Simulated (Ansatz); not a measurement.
Method: DFT PBE, scalar-relativistic, plane waves, PAW (Ansatz). Cutoff 420 eV, Γ-centred meshes of about 0.25 Å⁻¹ or finer for metals and 0.3 Å⁻¹ for insulators (2π included), Gaussian smearing. No spin polarisation.

Temperature and zero-point effects are left out.

Two forms of Hf4C were relaxed alike.

1.

```
CELL_PARAMETERS angstrom
1.62781 0.93982 10.42870
-1.62781 0.93982 10.42870
0.00000 -1.87963 10.42870
ATOMIC_POSITIONS crystal
Hf 0.62626 0.62626 0.62626
Hf 0.37374 0.37374 0.37374
Hf 0.12740 0.12740 0.12740
Hf 0.87260 0.87260 0.87260
C 0.00000 0.00000 0.00000
```

2.

```
CELL_PARAMETERS angstrom
3.28084 0.00000 0.00000
0.00000 3.28084 0.00000
0.00000 0.00000 8.73070
ATOMIC_POSITIONS crystal
Hf 0.50000 0.50000 0.50000
Hf 0.50000 0.50000 0.00000
Hf 0.00000 0.00000 0.73876
Hf 0.00000 0.00000 0.26124
C 0.00000 0.00000 0.00000
```

**Question.** Which is lower in energy, and by how much?

**Answer.** Cell 1 is lower, by 58 meV/atom. Cell 1 has space group R-3m (No. 166), 19.1 Å³/atom and no gap on its mesh; cell 2 has space group P4/mmm (No. 123), 18.8 Å³/atom and no gap. Counting Hf atoms around C (those within 1.25 times the shortest such distance or 1.15 times the sum of covalent radii), cell 1 and cell 2 both have C 6. Both come from trial cells of a structure search, whose lowest cell (P-3m1, 18.9 Å³/atom) lies 17 meV/atom below the lower of the two.

Spin–orbit coupling, which can matter for Hf, is left out. Cells relaxed within their symmetry can be saddle points. Some candidate types were left out of the draw beforehand, so a known form may be missing.
